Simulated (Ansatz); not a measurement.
# Calculated ²⁰¹Hg nuclear quadrupole resonance for HgTe under strain

Cell: a COD entry, relaxed with PBE at fixed cell and then changed (z compressed by 2 %, ions relaxed).

```cif
data_structure
_symmetry_space_group_name_H-M 'P 1'
_symmetry_Int_Tables_number 1
_cell_length_a 4.0905
_cell_length_b 4.0905
_cell_length_c 4.1316
_cell_angle_alpha 59.667
_cell_angle_beta 59.667
_cell_angle_gamma 60.666
_cell_volume 48.87
loop_
_atom_site_label
_atom_site_type_symbol
_atom_site_fract_x
_atom_site_fract_y
_atom_site_fract_z
_atom_site_occupancy
Hg1 Hg 0.00000 0.00000 0.00000 1
Te2 Te 0.50000 0.50000 0.50000 1
```

Atom numbers follow the list; atoms alike are taken as one site, whose name carries the number of the first.

Level of theory: DFT, PBE, plane waves and PAW, scalar-relativistic, 420 eV cutoff, Γ-centred 14×14×14 k-points, Fermi–Dirac smearing 0.05 eV (Ansatz 0.2.0).

²⁰¹Hg: I = 3/2, Q = 387.0 mb (year-2017 value). Static lattice, zero field.

(1) Predict the zero-field ²⁰¹Hg lines of each site.

Answers

(1) For I = 3/2 there is one line, ν = (|C_Q|/2)(1 + η²/3)^½.

```tsv
site	atoms	V_zz (10²¹ V/m²)	C_Q (MHz)	η	line frequencies (MHz)
Hg	1	-2.42	-22.6	0.00	11.3
```

An axis of threefold or higher order runs through Hg, so V_zz lies along it and η is zero.

With no gap above 0.1 eV, as in a metal, the gradients converge slowly in k; expect changes of a tenth or more on a denser mesh. Spin–orbit coupling is left out, which shifts gradients on Hg by a few per cent in wide-gap crystals, and can shift them far more where the calculated gap is small or absent, as here. At this changed cell the PBE pressure is 13 GPa.

The relaxation (1 step) took 14 s of wall time (14 s of CPU time) and 0.59 GiB at its peak, on 1 thread of Intel Xeon Platinum 8375C CPU @ 2.90GHz (Ice Lake) (x86_64; 16 cores open to the job, memory cap 3.0 GiB, no GPU), a shared host with a load of 0.6 a core.
